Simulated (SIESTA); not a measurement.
**BAs under changes of volume**

One of the cells (13.626 Å³/atom); the others are scaled copies at fixed shape and fractional positions:

```
As B
1.0
     0.00000    2.38850    2.38850
     2.38850    0.00000    2.38850
     2.38850    2.38850    0.00000
As B
1 1
Direct
  0.75000 0.75000 0.75000
  0.00000 0.00000 0.00000
```

| Quantity | Value |
| --- | --- |
| Program | SIESTA 5.4.2 |
| Functional | BLYP |
| Potentials or basis | PseudoDojo 0.4 standard (PBE files) |
| Basis | DZP (energy shift 0.003 Ry; two zetas on semicore shells) |
| Grid cutoff | 500 Ry |
| Energy shift | 0.003 Ry |
| k mesh | 10 × 10 × 10 |
| Occupations | fermi-dirac, width 0.05 eV |
| Spin | no spin polarisation |

| volume (Å³/atom) | energy over the lowest point (meV/atom) | pressure (GPa) | gap on the mesh (eV) |
| --- | --- | --- | --- |
| 12.809 | 109.86 | 20.7 | 1.55 |
| 13.081 | ? | ? | ? |
| 13.354 | 52.51 | 13.4 | 1.57 |
| 13.626 | 32.38 | 10.2 | 1.59 |
| 13.899 | 17.43 | 7.5 | 1.60 |
| 14.171 | 6.65 | 5.2 | 1.61 |
| 14.444 | 0.00 | 2.6 | 1.62 |

**Question.** What does the run at 13.081 Å³/atom give?

**Answer.** Energy over the lowest point 78.15 meV/atom; pressure 16.8 GPa; gap on the mesh 1.56 eV.

Worked out: A Birch-Murnaghan fit of order 3 (a polynomial in V^(-2/3)) to the other rows has its minimum at 14.85 Å³/atom, just outside them, with B0 = V·E''(V) = 97 GPa and B' = 5.0. It gives 78.12 meV/atom at 13.081 Å³/atom, against the run's 78.15, and -dE/dV = 16.8 GPa, against 16.8. A straight line through the other rows of the gap, of slope 0.6 eV per unit of ln V, gives 1.56 eV, against the run's 1.56.

Energies are extrapolated to zero smearing.

Caveats: the potentials were made for another functional, which shifts forces and pressure; the basis of atomic orbitals isn't converged, which shifts pressures, moduli and gaps.

A mesh can miss the band edges. Spin-orbit coupling on As is left out.
